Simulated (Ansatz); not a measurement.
Relaxed sheet of SnSe2:

```xyz
3
Lattice="3.8247 0.0000 0.0000 -1.9123 3.3123 0.0000 0.0000 0.0000 32.3760" Properties=species:S:1:pos:R:3 pbc="T T F"
Se    1.9123    1.1041   14.5875
Sn    0.0000    0.0000   16.1880
Se    0.0000    2.2082   17.7886
```

Theory: DFT PBE+D3(BJ), scalar-relativistic, plane waves, PAW in Ansatz. Cutoff 420 eV; k points 12×12×1 on the computed 3-atom cell (Γ-centred); Gaussian smearing, width 0.02 eV; no spin polarisation. The sheet is isolated along c (Coulomb cut-off).

Atoms relax at each strain; stress is positive in compression. Unstrained: gap 0.78 eV, thickness 3.201 Å.

Under strain along x (y held):

| strain (%) | ΔE (meV/cell) | σxx (N/m) | σyy (N/m) | gap | thickness (Å) |
| --- | --- | --- | --- | --- | --- |
| -2 | ? | ? | ? | ? | ? |
| +2 | 9.7 | -1.19 | -0.31 | 0.69 eV | 3.177 |
| +5 | 55.2 | -2.59 | -0.72 | 0.61 eV | 3.140 |

Problem. Fill in the missing row.

Solution. ΔE (meV/cell): 10.4, σxx (N/m): 1.36, σyy (N/m): 0.28, gap: 0.62 eV, thickness (Å): 3.226.

Gaps are read on the k points sampled, so a band crossing between them can be missed.